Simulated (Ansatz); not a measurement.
Cr under changes of volume

One of the cells (13.084 Å³/atom); the others are scaled copies at fixed shape and fractional positions:

```
Cr
1.0
    -1.48445    1.48445    1.48445
     1.48445   -1.48445    1.48445
     1.48445    1.48445   -1.48445
Cr
1
Cartesian
  0.0000 0.0000 0.0000
```

```yaml
Program: Ansatz 0.2.0
Functional: LDA
Potentials_or_basis: Ansatz PAW
Cutoff: "420 eV (not typed: the program's choice for these potentials)"
k_mesh: 12 × 12 × 12
Occupations: methfessel-paxton, width 0.01 eV
Spin: collinear spin, ferromagnetic start
Starting_moments: "[3.0] μB"
Hubbard_terms: Cr d U = 5.3 eV
```

```csv
volume (Å³/atom),energy over the lowest point (meV/atom),pressure (GPa),moment (μB per cell)
12.299,860.36,104.5,4.57
12.561,695.67,100.2,4.64
12.823,536.84,93.6,4.66
13.084,389.20,89.1,4.74
13.346,249.42,82.2,4.75
13.608,?,?,?
13.870,0.00,70.7,4.78
```

Task: What does the run at 13.608 Å³/atom give?

Result: Energy over the lowest point 120.02 meV/atom; pressure 76.5 GPa; moment 4.77 μB per cell.

Worked out: A Birch-Murnaghan fit of order 3 (a polynomial in V^(-2/3)) to the other rows has no minimum within the range. It gives 119.56 meV/atom at 13.608 Å³/atom, against the run's 120.02, and -dE/dV = 76.3 GPa, against 76.5. A parabola through the other rows of the moment, of slope 0.0542 μB per Å³/atom there, gives 4.77 μB, against the run's 4.77.

Energies are extrapolated to zero smearing.

Caveats: the magnetic or orbital state may not be the lowest; the PAW data sets come from PBE, with cores solved anew for the run's functional, which leaves a small shift of forces and pressure; the U is typed as a test and isn't derived for this compound.
